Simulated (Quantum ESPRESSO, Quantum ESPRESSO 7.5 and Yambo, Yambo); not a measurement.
# A GW chain in Yambo: LiH (Fm-3m)

How does a plane-wave GW calculation on LiH (Fm-3m) run from the first input to the gap?

Main program and level: Quantum ESPRESSO 7.5 and Yambo 5.3.0; PBE and many-body steps on it, plane waves.

Report form: the programs' logs are mostly left out.

The database entry behind the starting cell differs from later determinations by our own check (the deuteride, about 0.2 % short), so it need not match the best structure at ambient conditions.

### Step 1. Set-up

It takes space group Fm-3m (No. 225, cubic). Conventional cell: a = 4.074 Å, b = 4.074 Å, c = 4.074 Å, α = 90.00°, β = 90.00°, γ = 90.00°. Li has 6 H at 2.04 Å nearest. Nearest to H lie 6 Li at 2.04 Å. Farther neighbours are not listed.

As a file:

```cif
data_structure
_symmetry_space_group_name_H-M 'Fm-3m'
_symmetry_Int_Tables_number 225
_cell_length_a 4.0735
_cell_length_b 4.0735
_cell_length_c 4.0735
_cell_angle_alpha 90.000
_cell_angle_beta 90.000
_cell_angle_gamma 90.000
_cell_volume 67.59
loop_
_atom_site_label
_atom_site_type_symbol
_atom_site_symmetry_multiplicity
_atom_site_Wyckoff_symbol
_atom_site_fract_x
_atom_site_fract_y
_atom_site_fract_z
_atom_site_occupancy
Li1 Li 4 a 0.00000 0.00000 0.00000 1
H1 H 4 b 0.50000 0.00000 0.00000 1
```

The cell and positions come from the Crystallography Open Database and are kept as given unless a step says otherwise.

### Step 2. Ground state

This step: Quantum ESPRESSO 7.5; DFT, PBE, plane waves, norm-conserving pseudopotentials.

The ground-state density comes first.

File pw.in:

```
&control
  calculation = 'scf'
  prefix = 'x'
  outdir = 'o'
  pseudo_dir = 'pseudo'
/
&system
  ibrav = 0
  nat = 2
  ntyp = 2
  ecutwfc = 66.0
  nbnd = 7
  force_symmorphic = .true.
/
&electrons
  conv_thr = 1e-10
  electron_maxstep = 80
  mixing_beta = 0.5
/
ATOMIC_SPECIES
  Li 6.94 Li.upf
  H 1.008 H.upf
CELL_PARAMETERS angstrom
  0.0000000000 2.0367500000 2.0367500000
  2.0367500000 -0.0000000000 2.0367500000
  2.0367500000 2.0367500000 -0.0000000000
ATOMIC_POSITIONS crystal
  Li 0.0000000000 0.0000000000 0.0000000000
  H 0.5000000000 0.5000000000 0.5000000000
K_POINTS automatic
  8 8 8 0 0 0
```

Command:

```bash
$ OMP_NUM_THREADS=1 mpirun -n 4 pw.x -nk 4 -in pw.in > pw.out
```

Wall time 1.4 s (4 MPI ranks of Arm Neoverse V1, shared host); peak memory 0.05 GiB; 5.5 s of CPU time.

This step gave:

```yaml
total_energy: -212.7310 eV
gap: 3.022 eV
k_of_the_valence_top: 0, -0.5, -0.5
k_of_the_conduction_bottom: 0, -0.5, -0.5
least_direct_gap: 3.022 eV
```

The gap is direct, at (0.000, -0.500, -0.500).

### Step 3. Bands along the symmetry lines

The cheap functional maps the bands first; the places of the edges decide which points the dearer methods must see.

File pw.in:

```
&control
  calculation = 'bands'
  prefix = 'x'
  outdir = 'o'
  pseudo_dir = 'pseudo'
/
&system
  ibrav = 0
  nat = 2
  ntyp = 2
  ecutwfc = 66.0
  nbnd = 8
  force_symmorphic = .true.
/
&electrons
  conv_thr = 1e-9
  electron_maxstep = 80
  diago_full_acc = .true.
  diago_thr_init = 5e-6
/
ATOMIC_SPECIES
  Li 6.94 Li.upf
  H 1.008 H.upf
CELL_PARAMETERS angstrom
  0.0000000000 2.0367500000 2.0367500000
  2.0367500000 -0.0000000000 2.0367500000
  2.0367500000 2.0367500000 -0.0000000000
ATOMIC_POSITIONS crystal
  Li 0.0000000000 0.0000000000 0.0000000000
  H 0.5000000000 0.5000000000 0.5000000000
K_POINTS crystal
  50
  0.00000000 0.00000000 0.00000000 1
  0.06250000 0.00000000 0.06250000 1
  0.12500000 0.00000000 0.12500000 1
  0.18750000 0.00000000 0.18750000 1
  0.25000000 0.00000000 0.25000000 1
  0.31250000 0.00000000 0.31250000 1
  0.37500000 0.00000000 0.37500000 1
  0.43750000 0.00000000 0.43750000 1
  0.50000000 0.00000000 0.50000000 1
  0.51562500 0.03125000 0.51562500 1
  0.53125000 0.06250000 0.53125000 1
  0.54687500 0.09375000 0.54687500 1
  0.56250000 0.12500000 0.56250000 1
  0.57812500 0.15625000 0.57812500 1
  0.59375000 0.18750000 0.59375000 1
  0.60937500 0.21875000 0.60937500 1
  0.62500000 0.25000000 0.62500000 1
  0.37500000 0.37500000 0.75000000 1
  0.32812500 0.32812500 0.65625000 1
  0.28125000 0.28125000 0.56250000 1
  0.23437500 0.23437500 0.46875000 1
  0.18750000 0.18750000 0.37500000 1
  0.14062500 0.14062500 0.28125000 1
  0.09375000 0.09375000 0.18750000 1
  0.04687500 0.04687500 0.09375000 1
  0.00000000 0.00000000 0.00000000 1
  0.06250000 0.06250000 0.06250000 1
  0.12500000 0.12500000 0.12500000 1
  0.18750000 0.18750000 0.18750000 1
  0.25000000 0.25000000 0.25000000 1
  0.31250000 0.31250000 0.31250000 1
  0.37500000 0.37500000 0.37500000 1
  0.43750000 0.43750000 0.43750000 1
  0.50000000 0.50000000 0.50000000 1
  0.50000000 0.46875000 0.53125000 1
  0.50000000 0.43750000 0.56250000 1
  0.50000000 0.40625000 0.59375000 1
  0.50000000 0.37500000 0.62500000 1
  0.50000000 0.34375000 0.65625000 1
  0.50000000 0.31250000 0.68750000 1
  0.50000000 0.28125000 0.71875000 1
  0.50000000 0.25000000 0.75000000 1
  0.50000000 0.21875000 0.71875000 1
  0.50000000 0.18750000 0.68750000 1
  0.50000000 0.15625000 0.65625000 1
  0.50000000 0.12500000 0.62500000 1
  0.50000000 0.09375000 0.59375000 1
  0.50000000 0.06250000 0.56250000 1
  0.50000000 0.03125000 0.53125000 1
  0.50000000 0.00000000 0.50000000 1
```

Run time: 1.2 s. Hardware: 4 MPI ranks; peak memory 0.05 GiB; 4.6 s of CPU time.

This step gave:

```yaml
gap: 3.022 eV
k_of_the_valence_top: 0.5, 0, 0.5
k_of_the_conduction_bottom: 0.5, 0, 0.5
least_direct_gap: 3.022 eV
```

The gap is 3.022 eV, as in the run before at this level.

Electronic bands along the path, in eV, zero at the top of the highest filled band; v1 is the highest filled band, c1 the lowest empty one:

```csv
point,v2,v1,c1,c2,c3,c4
Γ,-44.30,-5.25,15.48,17.40,17.40,17.40
halfway,-44.28,-3.75,10.13,12.73,12.73,15.96
X,-44.25,0.00,3.02,10.59,10.59,13.70
halfway,-44.25,-0.08,3.30,8.96,10.86,15.50
U,-44.25,-0.47,4.13,7.41,11.68,15.68
jump to K,-44.25,-0.47,4.13,7.41,11.68,15.68
halfway,-44.27,-3.67,9.75,9.89,15.65,16.99
Γ,-44.30,-5.25,15.48,17.40,17.40,17.40
halfway,-44.28,-4.21,9.46,14.60,16.21,16.21
L,-44.26,-2.49,4.80,13.25,16.07,16.07
halfway,-44.26,-1.61,5.00,8.66,12.93,15.97
W,-44.25,-0.20,5.24,5.24,11.40,17.12
halfway,-44.25,-0.10,3.58,7.93,10.99,16.83
X,-44.25,0.00,3.02,10.59,10.59,13.70
```

### Step 4. Empty states on the mesh, 4×4×4 mesh, 40 bands

The sums over transitions need many empty states on a uniform mesh; this step solves for them.

File pw.in:

```
&control
  calculation = 'nscf'
  prefix = 'x'
  outdir = 'o'
  pseudo_dir = 'pseudo'
/
&system
  ibrav = 0
  nat = 2
  ntyp = 2
  ecutwfc = 66.0
  nbnd = 40
  force_symmorphic = .true.
/
&electrons
  conv_thr = 1e-9
  electron_maxstep = 80
  diago_full_acc = .true.
  diago_thr_init = 5e-6
/
ATOMIC_SPECIES
  Li 6.94 Li.upf
  H 1.008 H.upf
CELL_PARAMETERS angstrom
  0.0000000000 2.0367500000 2.0367500000
  2.0367500000 -0.0000000000 2.0367500000
  2.0367500000 2.0367500000 -0.0000000000
ATOMIC_POSITIONS crystal
  Li 0.0000000000 0.0000000000 0.0000000000
  H 0.5000000000 0.5000000000 0.5000000000
K_POINTS automatic
  4 4 4 0 0 0
```

Wall time 1.1 s (4 MPI ranks); peak memory 0.05 GiB; 4.2 s of CPU time.

This step gave:

* gap: 3.022 eV
* k of the valence top: 0, -0.5, -0.5
* k of the conduction bottom: 0, -0.5, -0.5
* least direct gap: 3.022 eV
* k points computed: 8
* lowest point of the top converged band, above the valence top: 85.7791 eV

On this mesh the gap is 3.022 eV.

### Step 5. Conversion and set-up

This step: Yambo 5.3.0; conversion and set-up on PBE, plane waves, norm-conserving pseudopotentials.

The states are converted to the many-body program's format and the q mesh is built.

Command:

```bash
$ (cd o/x.save; p2y > p2y.log; mv SAVE ../..); yambo > setup.log
```

Elapsed: 1.7 s, on 1 MPI rank; peak memory 0.23 GiB.

### Step 6. Screening and self-energy, 4×4×4 mesh, 40 bands, screening to 129.3 eV

G0W0 replaces the xc potential by the self-energy, built once from these orbitals. Only a window of levels is corrected, while the sums run over the empty bands that the input names.

This step: G0W0 on PBE, plane waves, norm-conserving pseudopotentials.

File gw1.in:

```
HF_and_locXC
gw0
dyson
ppa
em1d
rim_cut
RandQpts= 1000000
RandGvec= 1 RL
EXXRLvcs= 66 Ry
VXCRLvcs= 264 Ry
Chimod= "HARTREE"
% BndsRnXp
 1 | 40 |
%
NGsBlkXp= 9.5 Ry
% LongDrXp
 1 | 1 | 1 |
%
% GbndRnge
 1 | 40 |
%
DysSolver= "n"
ExtendOut
PPAPntXp= 27.21138 eV
% QPkrange
 1 | 8 | 1 | 6 |
%
```

Command:

```bash
$ OMP_NUM_THREADS=1 mpirun -n 4 yambo -F gw1.in -J gw1 -C gw1 > gw1.log
```

Elapsed: 10 s, on 4 MPI ranks; peak memory 1.1 GiB; 36 s of CPU time.

Numbers from this step:

* G0W0 gap on the mesh: 4.763 eV
* starting gap on the mesh: 3.022 eV
* k of the valence top: 0, -0.5, -0.5
* k of the conduction bottom: 0, -0.5, -0.5
* least direct G0W0 gap on the computed points: 4.763 eV
* Z at the valence top: 0.7775
* Z at the conduction bottom: 0.8134

The gap on the mesh goes from 3.02 eV to 4.76 eV, a correction of +1.74 eV.

Limits: finite bands, cutoff and mesh; coarse k mesh. v1 is the top filled band, c1 the lowest empty one. Levels before and after the correction, in eV, zero at the valence-band top of each column:

```csv
,conduction bottom,valence top
Kohn-Sham,3.02,0.00
G0W0,4.76,0.00
```

```csv
,level,energy (eV)
Kohn-Sham,(0 -0.5 -0.5) v2,-44.251
Kohn-Sham,(0 -0.5 -0.5) v1,0.000
Kohn-Sham,(0 -0.5 -0.5) c1,3.022
Kohn-Sham,(0 -0.5 -0.5) c2-c3,10.588
Kohn-Sham,(0 -0.5 -0.5) c4,13.703
G0W0,(0 -0.5 -0.5) v2,-49.531
G0W0,(0 -0.5 -0.5) v1,0.000
G0W0,(0 -0.5 -0.5) c1,4.763
G0W0,(0 -0.5 -0.5) c2-c3,12.720
G0W0,(0 -0.5 -0.5) c4,15.048
```

### Step 7. Where the time went

Times are wall times on the hardware named with each run, good to a factor of about two.

```csv
step,time,share,memory (GiB)
ground state,1.4 s,9 %,0.05
bands along the symmetry lines,1.2 s,8 %,0.05
empty states on the mesh,1.1 s,7 %,0.05
conversion and set-up,1.7 s,11 %,0.23
screening and self-energy,10 s,65 %,1.1
```

### Step 8. Summary of results

```
PBE gap              : 3.02 eV, direct
G0W0 gap on the mesh : 4.76 eV
GW settings          : 4×4×4 mesh, 40 bands, screening to 129.3 eV, Godby-Needs plasmon pole
known limits         : not at the basis limit; coarse k mesh
```

What this shows: G0W0 moves the gap on the mesh from 3.02 eV to 4.76 eV (+1.74 eV), with Z of 0.78 and 0.81 at the edges. The dearest step here is «screening and self-energy». Bands and cutoff are finite, so the gap is not at the basis limit. The miss can reach some tenths of an eV and take either sign; the mesh is an error of its own. The 4×4×4 mesh is coarse for this cell, which bears on the long-range parts of exchange and screening.

[Paths, hosts, dates, memory and timing lines, banners, echoed tables and standing remarks are left out of the program output.]

[Logs are printed without paths, hosts, clocks, repeated set-up lines and the standing remarks that a program may print on its own settings, such as how far it seeks lower states.]

[Runs of the session that timed out or met a known fault of the program may be left out.]

[Hosts, paths, dates, database ids (printed as entryN), source tags and the programs' standing remarks are cut or masked in the printed files.]
